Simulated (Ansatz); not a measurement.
# BaTiO3 (P1) in Ansatz: further runs

Aim: see how the results for BaTiO3 move with the level of theory and the settings. Levels: RPBE, r2SCAN+U. Tasks: band structure.

All numbers are computed with Ansatz 0.2.0; they aren't measurements. Logs are shortened: lines on timing, memory, paths and dates and some standing lists are left out, and cuts for length are marked.

### 1 The crystal as given

The typed cell holds 5 atoms: a = 4.004 Å, b = 4.004 Å, c = 4.004 Å, α = 89.85°, β = 89.85°, γ = 89.85°.

### 2 Band structure, RPBE

Contents of input.yaml:

```yaml
crystal:
  lattice:
    - [2.82766816, 1.63255497, 2.31773161]
    - [-2.82766816, 1.63255497, 2.31773161]
    - [0.0, -3.26510994, 2.31773161]
  atoms:
    - { symbol: Ba, position: [0.03347316, 0.98846853, 0.00183776] }
    - { symbol: Ti, position: [0.50610326, 0.52748478, 0.53723216] }
    - { symbol: O, position: [0.48624715, 0.49714708, 0.97115146] }
    - { symbol: O, position: [0.47408987, 0.98641501, 0.47201237] }
    - { symbol: O, position: [0.97878656, 0.47918459, 0.49646624] }
hamiltonian:
  xc: rpbe
  pseudopotentials: { kind: paw }
kpoints:
  mp_grid: { grid: [7, 7, 7] }
  band_path:
    path:
      - [[0.0, 0.0, 0.0], [0.5, 0.0, 0.0], [0.5, 0.4974305484, -0.4974305484]]
      - [[0.5025694516, 0.5, 0.4974305484], [0.5, 0.5, 0.5], [0.0, 0.0, 0.0], [0.4987152742, 0.0, -0.4987152742]]
      - [[0.5012847258, 0.4987152742, 0.0], [0.5, 0.5, 0.0], [0.5012847258, 0.5012847258, 0.4974305484], [0.5, 0.5, 0.5]]
      - [[0.5, 0.0, 0.0], [0.5025694516, 0.4987152742, 0.4987152742]]
    npoints: 14
scf:
  occupations: { method: fermi_dirac, width: 0.05 }
  n_extra_bands: 12
output:
  forces: true
  stress: true
  eigenvalues: true
  fatbands: false
```

Potentials or basis: Ansatz PAW.

On the command line:

```
$ ansatz run input.yaml --threads 2 --pin off --max-ram 5632MiB --backend cpu --events-out ev --progress --plain --runs-dir out
```

Standard output:

```text
Warning: RAYON_NUM_THREADS=2 ignored (pool sized by the plan → 2); use --threads N
scf.n_extra_bands = 12 over 20 filled bands (N_el = 40.0): the run solves 32 bands
Engine: ansatz 0.2.0, aarch64-unknown-linux-gnu
Pseudopotentials: kind: paw
Pseudopotential: Ba, paw, valence charge 10, recommended cutoff 420 eV (normal), Ba.paw.azcp
Pseudopotential: Ti, paw, valence charge 12, recommended cutoff 420 eV (normal), Ti.paw.azcp
Pseudopotential: O, paw, valence charge 6, recommended cutoff 420 eV (normal), O.paw.azcp
Functional definition: RPBE
  parameter kappa = 0.804
  parameter beta = 0.06672455060314922
  exchange = rpbe_x(kappa = kappa, mu = beta*pi^2/3)
  correlation = pbe_c(beta = beta)
Crystal: 5 atoms, lattice volume = 64.196 Å³
Basis set: ecut = 420 eV, 1237 PW (Γ), exchange–correlation on 54×54×54 points (8 copies of the dense FFT grid, shifted against one another)
Bands: 32, of which v1, the nominal top of the filled ones, is band 20 counted from 1 (19 counted from 0)
Symmetry: 1 space group operations
Space group: P1 (ITA 1), of the structure as read, at distance tolerance 4.0e-5 Å
k-points: 172 of 343 (time reversal used)
Non-local potential: Ba, projectors of the file, l = 0: 3, l = 1: 2, l = 2: 2, l = 3: 2
Non-local potential: Ti, projectors of the file, l = 0: 3, l = 1: 2, l = 2: 3, l = 3: 1
Non-local potential: O, projectors of the file, l = 0: 2, l = 1: 2, l = 2: 1
PAW form: soft (Blöchl's): semilocal exchange-correlation on the pseudo side does not see the compensation charge
PAW frozen core: Ba, regenerated for the run's functional, and the local potential with it (the file was generated under x = pbe(κ = 0.804, μ = 0.2195149727645171), c = pbe(β = 0.06672455060314922))
PAW frozen core: Ti, regenerated for the run's functional, and the local potential with it (the file was generated under x = pbe(κ = 0.804, μ = 0.2195149727645171), c = pbe(β = 0.06672455060314922))
PAW frozen core: O, regenerated for the run's functional, and the local potential with it (the file was generated under x = pbe(κ = 0.804, μ = 0.2195149727645171), c = pbe(β = 0.06672455060314922))
PAW one-centre angular grid: Ba, 194 points (default); XC on 64 Gauss nodes
PAW one-centre angular grid: Ti, 590 points (default); XC on 64 Gauss nodes
PAW one-centre angular grid: O, 110 points (default); XC on 64 Gauss nodes
Initial density: superposition of atomic densities (neutral atoms: chi_scale 0, normalization atom), corrected by the library's trained network
Initial wavefunctions: pseudopotential atomic-orbital guess
Functional: x = rpbe, c = pbe(β = 0.06672455060314922)
SCF iter   1: F=—  HF=-10178.252885 eV  |F-HF|=—  |Δ(HF+E_count)|=         —  Δρ=4.17e-3  dr2=1.01e-2  ethr=1.77e-3  ⟨swp⟩=6.9  Hψ=29709  notcnv=0  defer=227
preconditioner: auto → Resta (q_TF=auto, 2.521 Å⁻¹)  ε∞=4.1  [insulator: Δε(μ)=2.842 eV  Ē_g=14.981 eV  σ=0.050 eV  W_gap=1.00  n_scr=18 (ndim 8)  ℏωp=26.2 eV  f_vac=0.000  D(μ)=0.00/eV (n_scr^D=0)  ε∞_Penn≈4.1]
SCF iter   2: F=—  HF=-10178.252897 eV  |F-HF|=—  |Δ(HF+E_count)|=   1.23e-5  Δρ=1.90e-3  dr2=1.76e-3  ethr=2.53e-5  ⟨swp⟩=1.1  Hψ=6941  notcnv=0  defer=568
SCF iter   3: F=—  HF=-10178.253275 eV  |F-HF|=—  |Δ(HF+E_count)|=   3.77e-4  Δρ=6.34e-4  dr2=2.56e-4  ethr=4.41e-6  ⟨swp⟩=1.7  Hψ=5007  notcnv=0  defer=568
SCF iter   4: F=—  HF=-10178.253324 eV  |F-HF|=—  |Δ(HF+E_count)|=   4.94e-5  Δρ=9.60e-5  dr2=4.35e-6  ethr=6.40e-7  ⟨swp⟩=2.1  Hψ=6482  notcnv=0  defer=568
SCF iter   5: F=—  HF=-10178.253105 eV  |F-HF|=—  |Δ(HF+E_count)|=   2.19e-4  Δρ=2.88e-5  dr2=3.78e-7  ethr=1.09e-8  ⟨swp⟩=2.1  Hψ=7798  notcnv=0  defer=568
SCF iter   6: F=-10178.253106 eV  HF=-10178.253106 eV  |F-HF|=1.14e-8  |Δ(HF+E_count)|=   4.80e-7  Δρ=6.18e-6  dr2=2.62e-8  ethr=2.50e-10  ⟨swp⟩=11.8  Hψ=32897  notcnv=0
SCF 1 converged in 6 iterations: F = -10178.253106 eV  dr2 = 2.62e-8
NSCF: frozen V_eff on 130 k-points
SCF converged after 6 iterations
Free energy (F): -10178.253106 eV
Harris-Foulkes:  -10178.253106 eV  (|F-HF|=1.14e-8)
Internal energy: -10178.253106 eV  (E = F + TS)
E sigma→0 (E₀):  -10178.253106 eV
Fermi energy:    11.822180 eV
--- Per-component energies (eV) ---
  E_band       = -135.016274
  E_kinetic    = 976.993183
  E_local      = -2146.296170  (includes V_loc(G=0)·N_el)
  E_nonlocal   = 200.479964
  E_hartree    = 845.029318
  E_xc         = -494.362963
  E_vxc        = -548.293786  (∫ρ·V_xc dr)
  E_paw        = -6763.226316  (= ΣΔE_a)
  E_vpaw       = -307.959584  (= ΣTr[D̂ρ^β])
  E_aug_tail   = 0.007377  (compensation charges beyond the density's cutoff)
  E_ewald      = -2796.712577
  E_core_change = -0.164921  (= ΣΔE_core)
  E_smearing   = -0.000000  (= −TS)
  E_closure    = 0.000000  (closes the sum)
  Σ components = -10178.253106   (vs F -10178.253106, Δ=0.00e0)
--- Forces (eV/Å), atoms counted from 1 ---
  atom   1  Ba    -1.17975465    -0.38570371    -0.20429067
  atom   2  Ti     0.89936187     1.48303556    -1.39545072
  atom   3  O      0.12423408    -1.22002263     0.87388087
  atom   4  O      0.27515788    -0.17597589     0.53893123
  atom   5  O     -0.11896531     0.29867347     0.18690294
  max |Σ_I F_I| component: 3.39e-5 eV/Å
--- Stress (GPa, compression-positive) ---
       11.593427       0.151204      -0.354906
        0.151206      15.911268      -4.532705
       -0.354910      -4.532704      13.870985
  P = ⅓ Tr σ = 13.7919 GPa (137.919 kbar)
--- Band table (eV; the first three rows and the last of 172) ---
  k-point 0: bands = ["-45.7423", "-22.1131", "-21.9539", "-21.9150", "-14.3046", "-6.5479", "-5.9449", "-5.6999", "0.4818", "0.5126", "0.5383", "8.1120", "8.1749", "8.2601", "8.6356", "8.6586", "9.1676", "9.6661", "9.7659", "9.8193", "13.1788", "13.4340", "13.7677", "15.2245", "15.5267", "15.7738", "15.8573", "17.8622", "19.1055", "19.1453", "19.2422", "21.5519"]
  k-point 1: bands = ["-45.7421", "-22.1234", "-21.9535", "-21.9146", "-14.2818", "-6.5154", "-5.9792", "-5.6945", "0.5091", "0.5416", "0.6114", "7.7705", "8.0552", "8.1601", "8.5018", "8.5549", "9.0700", "9.5405", "9.6567", "9.7811", "13.2275", "13.6266", "13.8947", "15.2382", "15.9025", "16.0969", "16.1758", "18.3500", "19.0909", "19.3248", "19.4540", "21.5528"]
  k-point 2: bands = ["-45.7417", "-22.1463", "-21.9526", "-21.9137", "-14.2297", "-6.5355", "-5.9536", "-5.6789", "0.5693", "0.5918", "0.7919", "6.9833", "7.8407", "7.9921", "8.2482", "8.3685", "8.8488", "9.1235", "9.5255", "9.7159", "13.3195", "14.1048", "14.2989", "15.2497", "16.5555", "16.8007", "17.0397", "18.9512", "19.3625", "19.8148", "20.1357", "21.4378"]
  k-point 171: bands = ["-45.7411", "-22.1207", "-21.9690", "-21.9550", "-14.1609", "-6.6576", "-5.8781", "-5.4737", "0.4970", "0.6009", "0.8285", "6.7086", "7.3351", "7.7324", "7.8278", "7.9748", "8.5296", "9.0278", "9.5290", "9.5462", "13.9674", "14.2398", "14.5407", "16.0330", "16.9633", "17.9495", "18.4060", "19.3003", "19.6494", "19.7643", "20.6882", "21.4226"]
```

bands.tsv:

```text
[... 152 lines left out ...]
6.173959	-57.561783	-33.982335	-33.820470	-33.782664	-25.860940	-17.743013	-17.538592	-17.270124	-12.065003	-11.957136	-11.877163	-5.696341	-5.046094	-4.737239	-3.896100	-3.827794	-3.540305	-1.778248	-1.551468	-1.403890	2.892486	3.157092	3.308000	5.063769	5.309831	5.703639	6.728481	7.179754	8.807712	8.901962	9.249309	9.458436
6.252909	-57.561755	-33.982990	-33.821066	-33.782616	-25.859053	-17.732499	-17.531601	-17.266371	-12.071992	-11.979802	-11.900176	-5.716382	-5.060490	-4.743767	-3.880363	-3.822866	-3.518794	-1.749733	-1.535473	-1.389912	2.900948	3.171107	3.320185	5.055510	5.285591	5.627258	6.732294	7.204654	8.890797	8.999846	9.289080	9.397898
```

Wall time 30 s (2 threads of Arm Neoverse V2, shared host); peak memory 0.6 GiB.

Results:

```yaml
Free_energy: -10178.2531 eV
Pressure: 13.8 GPa
Largest_force: 2.226 eV/Å
Band_gap_on_the_k_mesh: 2.82 eV, indirect (least direct gap 3.36 eV)
Band_gap_along_the_path: 2.75 eV, indirect (least direct gap 3.33 eV)
```

Forces in eV/Å, atoms in the order of the input:
```
Ba  -1.180 -0.386 -0.204
Ti   0.899  1.483 -1.395
O    0.124 -1.220  0.874
O    0.275 -0.176  0.539
O   -0.119  0.299  0.187
```

Stress tensor (GPa, compression positive):
```
11.59  0.15 -0.35
 0.15 15.91 -4.53
-0.35 -4.53 13.87
```

Levels at the corners of the path, in eV from the valence-band top:
```csv
point,band 16,band 17,band 18,band 19,band 20,band 21,band 22,band 23,band 24,band 25
Γ,-1.77,-1.26,-0.77,-0.67,-0.61,2.75,3.00,3.34,4.79,5.09
L,-2.06,-1.71,-1.52,-1.31,-1.07,3.37,3.85,4.16,5.03,6.09
B1,-2.43,-2.13,-0.36,-0.15,0.00,4.29,4.56,4.71,6.45,6.68
B,-2.43,-2.13,-0.36,-0.15,0.00,4.29,4.56,4.71,6.45,6.68
Z,-2.43,-2.13,-0.36,-0.15,0.00,4.29,4.56,4.71,6.45,6.68
Γ,-1.77,-1.26,-0.77,-0.67,-0.61,2.75,3.00,3.34,4.79,5.09
X,-2.48,-1.51,-1.01,-0.87,-0.16,3.97,4.30,4.50,5.28,7.63
Q,-2.63,-1.69,-1.26,-1.11,-0.01,3.99,4.08,4.36,5.14,7.54
F,-2.63,-1.69,-1.26,-1.11,-0.01,3.99,4.08,4.36,5.14,7.54
P1,-2.43,-2.13,-0.36,-0.15,0.00,4.29,4.56,4.71,6.45,6.68
Z,-2.43,-2.13,-0.36,-0.15,0.00,4.29,4.56,4.71,6.45,6.68
L,-2.06,-1.71,-1.52,-1.31,-1.07,3.37,3.85,4.16,5.03,6.09
P,-2.43,-2.13,-0.36,-0.15,0.00,4.29,4.56,4.71,6.45,6.68
```

Caveat: the k mesh misses the band edges, so the gap on the mesh is wider than the one along the path; the pressure holds a Pulay correction of +0.5 GPa for the finite cutoff; spin-orbit coupling is left out, which moves the levels of the heavy elements; the PAW data sets come from PBE, with cores solved anew for the run's functional, which leaves a small shift of forces and pressure; forces of over 1 eV/Å show positions far from the minimum, so gaps and moduli don't describe the material at rest.

### 3 Band structure, r2SCAN+U

input.yaml, as its differences from that of step 2:

```diff
@@ -12,4 +12,5 @@
 hamiltonian:
-  xc: rpbe
+  xc: r2scan
   pseudopotentials: { kind: paw }
+  hubbard: { sites: [{ species: Ti, l: d, u_eff: 5.0 }] }
 kpoints:
@@ -31 +32,5 @@
   fatbands: false
+  write_density: true
+  write_potential: true
+  elf: true
+  volumetric_format: npy
```

Potentials or basis: Ansatz PAW.

On the command line:

```
$ ansatz run input.yaml --threads 2 --pin off --max-ram 5632MiB --backend cpu --events-out ev --progress --plain --runs-dir out
```

Wall time 62 s (2 threads of Arm Neoverse V2, shared host); peak memory 0.86 GiB.

The run converged. Its results:

```yaml
Free_energy: -10179.2792 eV
Pressure: 8.6 GPa
Largest_force: 2.816 eV/Å
Band_gap_on_the_k_mesh: 3.75 eV, indirect (least direct gap 4.24 eV)
Band_gap_along_the_path: 3.68 eV, indirect (least direct gap 4.26 eV)
```

Forces on the atoms (eV/Å):
```
Ba  -1.291 -0.430 -0.170
Ti   1.048  1.644 -2.032
O    0.120 -1.431  1.081
O    0.160 -0.139  0.730
O   -0.037  0.355  0.391
```

Stress tensor (GPa, compression positive):
```
 6.41  0.13 -0.28
 0.13 10.87 -4.65
-0.28 -4.65  8.46
```

Levels at the corners of the path, in eV from the valence-band top:
| point | band 18 | band 19 | band 20 | band 21 | band 22 | band 23 |
| --- | --- | --- | --- | --- | --- | --- |
| Γ | -0.71 | -0.69 | -0.64 | 3.68 | 3.86 | 4.13 |
| L | -1.56 | -1.25 | -1.12 | 4.15 | 4.61 | 4.86 |
| B1 | -0.38 | -0.15 | 0.00 | 4.95 | 5.13 | 5.31 |
| B | -0.38 | -0.15 | 0.00 | 4.95 | 5.13 | 5.31 |
| Z | -0.38 | -0.15 | 0.00 | 4.95 | 5.13 | 5.31 |
| Γ | -0.71 | -0.69 | -0.64 | 3.68 | 3.86 | 4.13 |
| X | -1.05 | -0.91 | -0.18 | 4.72 | 4.94 | 5.10 |
| Q | -1.32 | -1.16 | -0.01 | 4.69 | 4.77 | 5.00 |
| F | -1.32 | -1.16 | -0.01 | 4.69 | 4.77 | 5.00 |
| P1 | -0.38 | -0.15 | 0.00 | 4.95 | 5.13 | 5.31 |
| Z | -0.38 | -0.15 | 0.00 | 4.95 | 5.13 | 5.31 |
| L | -1.56 | -1.25 | -1.12 | 4.15 | 4.61 | 4.86 |
| P | -0.38 | -0.15 | 0.00 | 4.95 | 5.13 | 5.31 |

Eigenvalues of the final occupation matrices:
```csv
site,spin,trace,eigenvalues
site 1,1,1.07,0.16 0.17 0.18 0.27 0.29
```

Caveat: the k mesh misses the band edges, so the gap on the mesh is wider than the one along the path; spin-orbit coupling is left out, which moves the levels of the heavy elements; the PAW data sets come from PBE, with cores solved anew for the run's functional, which leaves a small shift of forces and pressure; forces of over 1 eV/Å show positions far from the minimum, so gaps and moduli don't describe the material at rest.
